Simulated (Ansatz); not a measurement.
# InP: the cost of one run

Computed with Ansatz 0.2.0 (DFT PBE, scalar-relativistic, plane waves, PAW, unless a step's input says otherwise).

The COD entry's cell or inner coordinates are ideal or old and differ from later refinements, so a difference from it is no clean test against experiment.

2 further runs of the same task are left out: 2 set aside as unsound or not needed.

## Step 1: Starting point

It takes space group F-43m (No. 216, cubic). Conventional cell: a = 5.960 Å, b = 5.960 Å, c = 5.960 Å, α = 90.00°, β = 90.00°, γ = 90.00°. In (site symmetry -43m) has 4 P at 2.58 Å in its first shell of neighbours. P (site symmetry -43m) is surrounded by 4 In at 2.58 Å.

Structure file:

```cif
data_structure
_symmetry_space_group_name_H-M 'P 1'
_symmetry_Int_Tables_number 1
_cell_length_a 4.2144
_cell_length_b 4.2144
_cell_length_c 4.2144
_cell_angle_alpha 60.000
_cell_angle_beta 60.000
_cell_angle_gamma 60.000
_cell_volume 52.93
loop_
_atom_site_label
_atom_site_type_symbol
_atom_site_fract_x
_atom_site_fract_y
_atom_site_fract_z
_atom_site_occupancy
In1 In 0.00000 0.00000 0.00000 1
P1 P 0.75000 0.75000 0.75000 1
```

It is the result of an earlier relaxation at this level (volume 26.46 Å³/atom; gap on the mesh: 0.44 eV).

## Step 2: The slab

Planes are indexed in the bulk's conventional cell (F-43m (No. 216)), a = 5.960 Å, b = 5.960 Å, c = 5.960 Å, α = 90.00°, β = 90.00°, γ = 90.00°.

A (110) slab, 6.3 Å thick as cut, with 16 Å of vacuum, in a 2×2 surface cell; its outer planes are InP (top) and InP (bottom).

The slab as cut. Layers, bottom to top:

```
plane  atoms per cell  height over the lowest (Å)
    1           In4P4                        0.00
    2           In4P4                        2.11
    3           In4P4                        4.21
    4           In4P4                        6.32
```

## Step 3: Relaxing the clean slab

Input file input.yaml:

```yaml
crystal:
  lattice:
    - [8.4288095775, 0.0, 0.0]
    - [0.0, 11.9201368192, 0.0]
    - [0.0, 0.0, 22.3216071831]
  atoms:
    - { symbol: In, position: [0.25, 0.75, 0.3583971322] }
    - { symbol: In, position: [0.25, 0.25, 0.3583971322] }
    - { symbol: In, position: [0.75, 0.75, 0.3583971322] }
    - { symbol: In, position: [0.75, 0.25, 0.3583971322] }
    - { symbol: P, position: [0.5, 0.125, 0.3583971322] }
    - { symbol: P, position: [0.5, 0.625, 0.3583971322] }
    - { symbol: P, position: [0.0, 0.125, 0.3583971322] }
    - { symbol: P, position: [0.0, 0.625, 0.3583971322] }
    - { symbol: In, position: [0.5, 0.5, 0.4527990441] }
    - { symbol: In, position: [0.5, 0.0, 0.4527990441] }
    - { symbol: In, position: [0.0, 0.5, 0.4527990441] }
    - { symbol: In, position: [0.0, 0.0, 0.4527990441] }
    - { symbol: P, position: [0.75, 0.875, 0.4527990441] }
    - { symbol: P, position: [0.75, 0.375, 0.4527990441] }
    - { symbol: P, position: [0.25, 0.875, 0.4527990441] }
    - { symbol: P, position: [0.25, 0.375, 0.4527990441] }
    - { symbol: In, position: [0.75, 0.25, 0.5472009559] }
    - { symbol: In, position: [0.75, 0.75, 0.5472009559] }
    - { symbol: In, position: [0.25, 0.25, 0.5472009559] }
    - { symbol: In, position: [0.25, 0.75, 0.5472009559] }
    - { symbol: P, position: [0.0, 0.625, 0.5472009559] }
    - { symbol: P, position: [0.0, 0.125, 0.5472009559] }
    - { symbol: P, position: [0.5, 0.625, 0.5472009559] }
    - { symbol: P, position: [0.5, 0.125, 0.5472009559] }
    - { symbol: In, position: [0.0, 0.0, 0.6416028678] }
    - { symbol: In, position: [0.0, 0.5, 0.6416028678] }
    - { symbol: In, position: [0.5, 0.0, 0.6416028678] }
    - { symbol: In, position: [0.5, 0.5, 0.6416028678] }
    - { symbol: P, position: [0.25, 0.375, 0.6416028678] }
    - { symbol: P, position: [0.25, 0.875, 0.6416028678] }
    - { symbol: P, position: [0.75, 0.375, 0.6416028678] }
    - { symbol: P, position: [0.75, 0.875, 0.6416028678] }
basis:
  ecutwfc: 420
kpoints:
  mp_grid: { grid: [2, 2, 1] }
hamiltonian:
  xc: pbe
scf:
  occupations: { method: gaussian, width: 0.05 }
output:
  forces: true
  eigenvalues: true
relax:
  adjacent_minimum: "off"
  f_tol: 0.03
  max_steps: 70
  constraints: [{ sites: [0, 1, 2, 3, 4, 5, 6, 7, 8, 9, 10, 11, 12, 13, 14, 15] }]
efield:
  axis: 3
  dipole_correction: true
  ramp_width: 0.04
```

Started as:

```bash
$ ansatz run input.yaml --threads 4 --pin off --max-ram 10240MiB --backend cpu --events-out ev --progress --plain --runs-dir out
```

Q: Estimate wall time and peak memory on 4 threads of Arm Neoverse V1, shared host.

About 3.1 min, with a peak of 7.2 GiB.
